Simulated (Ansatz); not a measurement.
Ti under changes of volume

One of the cells (17.020 Å³/atom); the others are scaled copies at fixed shape and fractional positions:

```xyz
3
Lattice="4.5674 0.0000 0.0000 -2.2837 3.9555 0.0000 0.0000 0.0000 2.8262" Properties=species:S:1:pos:R:3 pbc="T T T"
Ti    2.2837    1.3185    1.4131
Ti    0.0000    2.6370    1.4131
Ti    0.0000    0.0000    0.0000
```

This isn't the form of Ti at room conditions, which is hcp.

| Item | Value |
| --- | --- |
| Program | Ansatz 0.2.0 |
| Functional | LDA |
| Potentials or basis | all-electron LAPW, scalar-relativistic |
| Cutoff | 241 eV (chosen from the basis error) |
| Basis error allowed | 0.002 eV/atom |
| k mesh | 7 × 7 × 9 |
| Occupations | fermi-dirac, width 0.05 eV |
| Spin | no spin polarisation |

| volume (Å³/atom) | energy over the lowest point (meV/atom) | pressure (GPa) |
| --- | --- | --- |
| 15.999 | 0.00 | -1.2 |
| 16.339 | 5.21 | -3.7 |
| 16.679 | 15.53 | -6.0 |
| 17.020 | 30.45 | -8.0 |
| 17.360 | ? | ? |
| 17.701 | 72.51 | -11.6 |
| 18.041 | 98.88 | -13.1 |

Q: What does the run at 17.360 Å³/atom give?

A: Energy over the lowest point 49.58 meV/atom; pressure -9.9 GPa.

Worked out: A Birch-Murnaghan fit of order 3 (a polynomial in V^(-2/3)) to the other rows has its minimum at 15.85 Å³/atom, just outside them, with B0 = V·E''(V) = 127 GPa and B' = 3.5 at fixed shape and positions, which overstates the stiffness. It gives 49.54 meV/atom at 17.360 Å³/atom, against the run's 49.58, and -dE/dV = -9.9 GPa, against -9.9.

Energies are extrapolated to zero smearing.
